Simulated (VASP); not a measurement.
Write the native input for VASP 6.6.1 that does the following.

- Task: single point
- Functional: PBE
- Potentials or basis: VASP PAW PBE potentials, release 64 (Ta)
- Cutoff: 500 eV
- k mesh: 11 × 11 × 11
- Occupations: gaussian, width 0.02 eV
- Spin: no spin polarisation
- Further INCAR settings: ALGO = Normal; EDIFF = 1e-06

The structure of Ta lies in POSCAR:

```
Ta
1.0
   -1.6512800000      1.6512800000      1.6512800000
    1.6512800000     -1.6512800000      1.6512800000
    1.6512800000      1.6512800000     -1.6512800000
Ta
1
Cartesian
    0.0000000000      0.0000000000      0.0000000000
```

One way to write it, as run:

INCAR

```
SYSTEM = Ta
PREC = Accurate
ENCUT = 500
EDIFF = 1E-6
ISMEAR = 0
SIGMA = 0.02
LREAL = .False.
LASPH = .True.
NELM = 80
ALGO = Normal
ISIF = 2
LWAVE = .False.
LCHARG = .False.
GGA = PE
```

KPOINTS

```
Automatic mesh
0
Gamma
  11 11 11
  0 0 0
```

Potentials or basis: VASP PAW PBE potentials, release 64 (Ta).

Run with:

```sh
$ cat potpaw_PBE.64/Ta/POTCAR > POTCAR
$ mpirun -np 1 vasp_std > vasp.out
```

It gave:

| Property | Result |
| --- | --- |
| Pressure | 0.2 GPa |
| Band gap on the k mesh | none (metal or under the smearing width) |

It used 3.9 s of CPU time on 1 thread of Intel(R) Xeon(R) Platinum 8488C (Sapphire Rapids) (shared host), which was overloaded at the time.
